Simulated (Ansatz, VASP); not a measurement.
**NiO in VASP and in Ansatz**

Contents of INCAR:

```
PREC = Accurate
ENCUT = 520
EDIFF = 1E-6
ISMEAR = 0
SIGMA = 0.05
LREAL = False
LASPH = True
NELM = 150
ALGO = Normal
ISIF = 2
LWAVE = False
LCHARG = True
ISPIN = 2
MAGMOM = 1.65 0
LORBIT = 11
LMAXMIX = 4
GGA = PE
LELF = True
LVHAR = True
NBANDS = 19
```

The input KPOINTS:

```
regular mesh
0
Gamma
  12 12 12
```

The input POSCAR:

```
NiO
1.0
    0.0000000000      2.2434015647      2.2434015647
    2.2434015647      0.0000000000      2.2434015647
    2.2434015647      2.2434015647      0.0000000000
Ni O
1 1
Direct
    0.0000000000      0.0000000000      0.0000000000
    0.2500000000      0.2500000000      0.2500000000
```

Input for Ansatz:

```yaml
crystal:
  lattice:
    - [0.0, 2.2434015647, 2.2434015647]
    - [2.2434015647, 0.0, 2.2434015647]
    - [2.2434015647, 2.2434015647, 0.0]
  atoms:
    - { symbol: Ni, position: [0.0, 0.0, 0.0], spin: 1.65 }
    - { symbol: O, position: [0.25, 0.25, 0.25] }
basis:
  ecutwfc: 420
  ecutrho_ratio: 4
kpoints:
  mp_grid: { grid: [12, 12, 12] }
hamiltonian:
  xc: pbe
scf:
  occupations: { method: gaussian, width: 0.05 }
output:
  forces: true
  stress: true
  eigenvalues: true
  populations: true
magnetization:
  spin_polarized: true
```

Alike in both runs: task single point; functional PBE; k mesh 12 × 12 × 12; occupations gaussian, width 0.05 eV; collinear spin.

|  | VASP | Ansatz |
| --- | --- | --- |
| version | VASP 6.6.1 | Ansatz 0.2.0 |
| potentials or method | VASP PAW PBE potentials, release 64 (Ni, O) | scalar-relativistic, plane waves, PAW |
| plane-wave cutoff (eV) | 520 | 420 |
| valence electrons in the cell | 16 | 24 |

VASP gave:

```
gap on the k mesh at the Fermi level (eV)                     : none
pressure (GPa)                                                : -0.2
net moment per atom (μB)                                      : 0.96
size of the moment on the site where the two differ most (μB) : 1.50
```

Question: Which values does Ansatz return?

Answer: gap on the k mesh at the Fermi level (eV): none; pressure (GPa): -0.5; net moment per atom (μB): 0.97; size of the moment on the site where the two differ most (μB): 1.47.

Site moments also hang on the region over which each program counts them. A gap of «none» marks a metal or a gap that the smearing closes. The two sets of potentials don't hold the same shells in valence.

Caveats: a cell with one magnetic atom can't hold antiferromagnetic order, which such compounds often take; semilocal functionals often make such compounds metallic where correlation or magnetic order opens a gap, which also shifts bond lengths.
